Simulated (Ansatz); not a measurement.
AlRu: energy along a strain

AlRu, Pm-3m, a = 2.976 Å. The structure is a COD entry; whether it is the stable form wasn't checked. Ansatz: PBEsol, PAW, 420 eV, Γ-centred 20×20×20 mesh on 2 atoms, Gaussian smearing 0.15 eV; no spin polarisation. Cell vectors (Å): 2.976 0.000 0.000; 0.000 2.976 0.000; 0.000 0.000 2.976. The cell is strained by x per cent times the pattern (1 -1 0 0 0 0) in the order xx yy zz yz xz xy (engineering shears), with fractional coordinates held. y is the free energy over the start, V0 = 13.184 Å³/atom. Symmetry makes y even in x. Points with a strain past 8.5 % were computed too (4) and aren't used here.

| x (%) | y (meV/atom) |
| --- | --- |
| -7.50 | 87.06 |
| 0.00 | 0.00 |
| 1.87 | 5.12 |
| 3.75 | 20.85 |
| 5.62 | ? |

Problem. Fit y = c2 x² + c4 x⁴ to the other rows, get the stiffness along the pattern, and predict the missing energy.

Solution. Least squares on the rows shown. y = 1.4608 x² + 0.0015461 x⁴. The clamped-ion stiffness p·C·p = 2 × 14.61 eV × 160.2 / 13.184 Å³ = 355 GPa. At x = 5.62 the fit asked for gives 47.68 meV/atom. The run gave 47.75 meV/atom, so the fit is 0.07 meV/atom too low, a small miss on the scale of the series.